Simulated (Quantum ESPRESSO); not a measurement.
Sr:

```
Sr
1.0
     7.06595    0.00000    0.00000
    -3.53298    6.11929    0.00000
     0.00000    0.00000    3.81663
Sr
3
Cartesian
  4.7044 0.0000 0.0000
  1.1808 2.0452 0.0000
  -2.3522 4.0741 0.0000
```

This isn't the form of Sr at room conditions, which is fcc.

```yaml
Program: Quantum ESPRESSO 7.5
Task: single point
Functional: PBE
Potentials_or_basis: SSSP 1.3 efficiency PBE
Cutoff: 748 eV
Density_cutoff: 5987 eV
k_mesh: 5 × 5 × 7
Occupations: fermi-dirac, width 0.05 eV
Spin: no spin polarisation
```

On this cell: pressure 0.0 GPa; largest force 0.014 eV/Å; band gap on the k mesh none (metal or under the smearing width).

The same run follows on a disturbed copy (atoms moved at random, drawn with an rms of 0.05 Å):

```
Sr
1.0
     7.06595    0.00000    0.00000
    -3.53298    6.11929    0.00000
     0.00000    0.00000    3.81663
Sr
3
Direct
  0.67122 0.00449 0.99594
  0.32617 0.33900 0.99964
  0.99835 0.67022 0.99684
```

Question: What changes?

Answer: The energy (extrapolated to zero smearing) moves by +1.4 meV/atom; pressure 0.0 GPa; largest force 0.106 eV/Å; band gap on the k mesh none (metal or under the smearing width).

Forces on the atoms (eV/Å):
```
Sr  -0.099 -0.002 -0.005
Sr   0.105 -0.013  0.007
Sr  -0.006  0.015 -0.002
```

Stress tensor (GPa, compression positive):
```
 0.14  0.00  0.00
 0.00  0.13  0.00
 0.00  0.00 -0.19
```
